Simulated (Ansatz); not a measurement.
Crystal: Mo.

```
Mo
1.0
     2.82448   -0.01805   -0.04836
    -1.42787    2.31755    0.01455
    -0.04517   -0.01038    2.53733
Mo
1
Direct
  0.00000 0.00000 0.50000
```

This isn't the form of Mo at room conditions, which is bcc.

The cell isn't the ideal one: cell sheared at random, sigma 0.01, atoms nudged by 0.01 Å.

- Program: Ansatz 0.2.0
- Task: relaxation of cell and atoms
- Functional: HSE06
- Potentials or basis: Ansatz PAW
- Cutoff: 420 eV (not typed: the program's choice for these potentials)
- k mesh: 6 × 6 × 5
- Occupations: fermi-dirac, width 0.05 eV
- Spin: no spin polarisation

At the start: volume 16.54 Å³/atom.

**Question.** Where does the relaxation end?

**Answer.** It ends after 20 steps and the volume is 15.33 Å³/atom (-7.3 %); space group Im-3m (No. 229, to 0.05 Å).

Step by step:
```tsv
step	energy change (eV)	largest force (eV/Å)	volume (Å³)
1	0.0000	0.0000	16.54
2	-0.0873	0.0000	16.36
3	-0.2011	0.0000	16.11
4	-0.3493	0.0000	15.77
5	-0.5358	0.0000	15.57
6	-0.7375	0.0000	15.40
7	-0.8415	0.0000	15.04
8	-0.8589	0.0000	15.29
9	-0.8673	0.0000	15.31
10	-0.8712	0.0000	15.17
11	-0.8714	0.0000	15.17
12	-0.8714	0.0000	15.17
13	-0.8714	0.0000	15.17
14	-0.9146	0.0000	15.17
15	-0.9238	0.0000	15.25
16	-0.9262	0.0000	15.34
17	-0.9264	0.0000	15.33
18	-0.9264	0.0000	15.33
19	-0.9264	0.0000	15.33
20	-0.9264	0.0000	15.33
```

Final structure:
```yaml
crystal:
  lattice:
    - [2.98680, -0.00001, -0.90690]
    - [-1.49276, 2.19855, 0.45562]
    - [-0.81826, -0.00229, 2.58275]
  atoms:
    - { symbol: Mo, position: [0.00000, 0.00000, 0.50000] }
```

Caveat: the k mesh is coarse (spacing up to 0.50 Å⁻¹), so the values aren't converged, least of all with exact exchange; the plane-wave basis is chosen anew once the cell has moved, so the energies of steps on either side of that aren't comparable; the PAW data sets come from PBE, with cores solved anew for the run's functional, which leaves a small shift of forces and pressure.
